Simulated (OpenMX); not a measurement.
Input of an OpenMX 3.8.5 run:

File Bi2Se3.dat:

```
System.CurrrentDirectory             ./
System.Name                          Bi2Se3
DATA.PATH                            ./DFT_DATA13
level.of.stdout                      1
level.of.fileout                     1
Species.Number                       2
<Definition.of.Atomic.Species
  Bi  Bi8.0-s3p2d2f1         Bi_CA13
  Se  Se7.0-s3p2d2           Se_CA13
Definition.of.Atomic.Species>

Atoms.Number                         5
Atoms.SpeciesAndCoordinates.Unit     FRAC
<Atoms.SpeciesAndCoordinates
    1  Bi    0.5992000000    0.5992000000    0.5992000000   7.500  7.500
    2  Bi    0.4008000000    0.4008000000    0.4008000000   7.500  7.500
    3  Se    0.7883000000    0.7883000000    0.7883000000   3.000  3.000
    4  Se    0.2117000000    0.2117000000    0.2117000000   3.000  3.000
    5  Se    0.0000000000    0.0000000000    0.0000000000   3.000  3.000
Atoms.SpeciesAndCoordinates>

Atoms.UnitVectors.Unit               Ang
<Atoms.UnitVectors
     2.0715000000    1.1959810826    9.5453333333
    -2.0715000000    1.1959810826    9.5453333333
     0.0000000000   -2.3919621653    9.5453333333
Atoms.UnitVectors>

scf.XcType                           LDA
scf.SpinPolarization                 off
scf.ElectronicTemperature            580.226
scf.energycutoff                     500.0
scf.maxIter                          100
scf.EigenvalueSolver                 band
scf.Kgrid                            9 9 9
scf.Mixing.Type                      rmm-diisk
scf.Init.Mixing.Weight               0.05
scf.Min.Mixing.Weight                0.001
scf.Max.Mixing.Weight                0.3
scf.Mixing.History                   25
scf.Mixing.StartPulay                8
scf.criterion                        1.0e-8
scf.stress.tensor                    on
MD.Type                              nomd
Band.dispersion                      on
Band.Nkpath                          9
<Band.kpath
   20   0.000000  0.000000  0.000000    0.500000  0.000000  0.000000  G L
   12   0.500000  0.000000  0.000000    0.500000  0.177133 -0.177133  L B1
   22   0.822867  0.500000  0.177133    0.500000  0.500000  0.500000  B Z
    7   0.500000  0.500000  0.500000    0.000000  0.000000  0.000000  Z G
   23   0.000000  0.000000  0.000000    0.338566  0.000000 -0.338566  G X
   11   0.661434  0.338566  0.000000    0.500000  0.500000  0.000000  Q F
    4   0.500000  0.500000  0.000000    0.661434  0.661434  0.177133  F P1
   19   0.661434  0.661434  0.177133    0.500000  0.500000  0.500000  P1 Z
    5   0.500000  0.000000  0.000000    0.822867  0.338566  0.338566  L P
Band.kpath>
```

Potentials or basis: OpenMX 2013 LDA set, Bi8.0-s3p2d2f1, Se7.0-s3p2d2, grid cutoff 500 Ry.

Launch:

```bash
$ openmx Bi2Se3.dat -nt 1 > Bi2Se3.std
```

Problem. What does it give for the pressure?

Solution. -0.7 GPa.

Problem. Predict the largest force.

Solution. 0.302 eV/Å.

Problem. Estimate the band gap along the path.

Solution. None (metal or under the smearing width).

Forces in eV/Å, atoms in the order of the input:
```
Bi   0.000  0.001  0.302
Bi   0.000 -0.001 -0.302
Se   0.000  0.000  0.292
Se   0.000  0.000 -0.292
Se   0.000  0.000  0.000
```

Caveat: spin-orbit coupling is left out, which moves the levels of the heavy elements; the basis of atomic orbitals isn't converged, which shifts pressures, moduli and gaps.
